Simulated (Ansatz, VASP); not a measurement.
# PtSe2 (Sudovikovite): VASP beside Ansatz

The input INCAR:

```
SYSTEM = PtSe2
PREC = Accurate
ENCUT = 520
EDIFF = 1E-6
ISMEAR = 0
SIGMA = 0.026000000000000002
LREAL = .False.
LASPH = .True.
NELM = 60
ALGO = Normal
ISIF = 2
LWAVE = .False.
LCHARG = .True.
GGA = PE
LELF = .True.
LVHAR = .True.
NBANDS = 18
```

The input KPOINTS:

```
regular mesh
0
Gamma
  8 8 5
  0 0 0
```

POSCAR

```
PtSe2
1.0
    3.7240000000      0.0000000000      0.0000000000
   -1.8620000000      3.2250786037      0.0000000000
    0.0000000000      0.0000000000      5.0620000000
Pt Se
1 2
Direct
    0.0000000000      0.0000000000      0.0000000000
    0.6666666667      0.3333333333      0.7500000000
    0.3333333333      0.6666666667      0.2500000000
```

File input.yaml:

```yaml
crystal:
  lattice:
    - [3.724, 0.0, 0.0]
    - [-1.862, 3.2250786037, 0.0]
    - [0.0, 0.0, 5.062]
  atoms:
    - { symbol: Pt, position: [0.0, 0.0, 0.0] }
    - { symbol: Se, position: [0.6666666667, 0.3333333333, 0.75] }
    - { symbol: Se, position: [0.3333333333, 0.6666666667, 0.25] }
hamiltonian:
  xc: pbe
  pseudopotentials: { kind: paw }
kpoints:
  mp_grid: { grid: [8, 8, 5] }
scf:
  occupations: { method: gaussian, width: 0.026 }
output:
  forces: true
  stress: true
  eigenvalues: true
```

Alike in both runs: task single point; functional PBE; k mesh 8 × 8 × 5; occupations gaussian, width 0.026 eV; no spin polarisation.

|  | VASP | Ansatz |
| --- | --- | --- |
| version | VASP 6.6.1 | Ansatz 0.2.0 |
| potentials or method | VASP PAW PBE potentials, release 64 (Pt, Se) | Ansatz PAW |
| plane-wave cutoff (eV) | 520 | 420 |
| valence electrons in the cell | 22 | 50 |

|  | VASP | Ansatz | Ansatz less VASP |
| --- | --- | --- | --- |
| gap on the k mesh at the Fermi level (eV) | none | none | - |
| pressure (GPa) | 7.3 | 7.3 | +0.01 |
| largest component of the traceless stress (GPa) | 1.16 | 1.15 | -0.008 |
| rms of the force components (eV/Å) | 0.271 | 0.269 | -0.0028 |

Atom by atom the forces differ by 0.003 eV/Å (rms over components). A gap of «none» marks a metal or a gap that the smearing closes. The two sets of potentials don't hold the same shells in valence.

The runs have no spin-orbit coupling, so splittings on Pt are missing.
